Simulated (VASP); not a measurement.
## PbS: single point with LDA

The system is PbS.

```xyz
4
Lattice="-4.2027 0.0000 0.0000 0.0000 -4.2027 0.0000 0.0000 0.0000 5.8282" Properties=species:S:1:pos:R:3 pbc="T T T"
Pb   -4.2027   -4.2027    0.0000
Pb   -2.1014   -2.1014    2.9141
S    -2.1014   -2.1014    5.8282
S     0.0000    0.0000    2.9141
```

The cell was built by a generator and isn't the measured one.

| Quantity | Value |
| --- | --- |
| Program | VASP 6.6.1 |
| Task | single point |
| Functional | LDA |
| Potentials or basis | VASP PAW LDA potentials, release 64 (Pb_d, S) |
| Cutoff | 520 eV |
| k mesh | 8 × 8 × 6 |
| Occupations | gaussian, width 0.01 eV |
| Spin | no spin polarisation |
| Dipole correction | no |
| Further INCAR settings | ALGO = Fast; EDIFF = 1e-06; NBANDS = 28 |

The pressure is -1.7 GPa and the band gap on the k mesh is 0.15 eV.

Stress tensor (GPa, compression positive):
```
-2.59  0.00  0.00
 0.00 -2.59  0.00
 0.00  0.00  0.07
```

Levels at points of the mesh, in eV from the valence-band top:
| k point | band 18 | band 19 | band 20 | band 21 | band 22 | band 23 |
| --- | --- | --- | --- | --- | --- | --- |
| (0.00, 0.00, 0.00) | -2.37 | -2.20 | -2.20 | 3.59 | 4.93 | 4.93 |
| (0.50, 0.00, 0.00) | -2.01 | -0.98 | -0.98 | 1.28 | 1.28 | 2.27 |
| (0.50, 0.50, 0.00) | -3.67 | -3.46 | -3.46 | 3.67 | 3.67 | 5.41 |
| (0.00, 0.00, 0.50) | -2.93 | -1.66 | -1.66 | 2.34 | 2.34 | 4.50 |
| (0.50, 0.00, 0.50) | -1.82 | 0.00 | 0.00 | 0.15 | 0.15 | 1.72 |
| (0.50, 0.50, 0.50) | -4.55 | -0.95 | -0.95 | 2.10 | 2.10 | 4.46 |

It took 110 s on 1 thread of AMD EPYC 9R45 96-Core Processor (Zen 5), with other jobs on the host, peak memory 0.24 GiB.

Caveat: spin-orbit coupling is left out, which as a rule narrows the gap of such compounds by several tenths of an eV. A k mesh can miss the band edges.
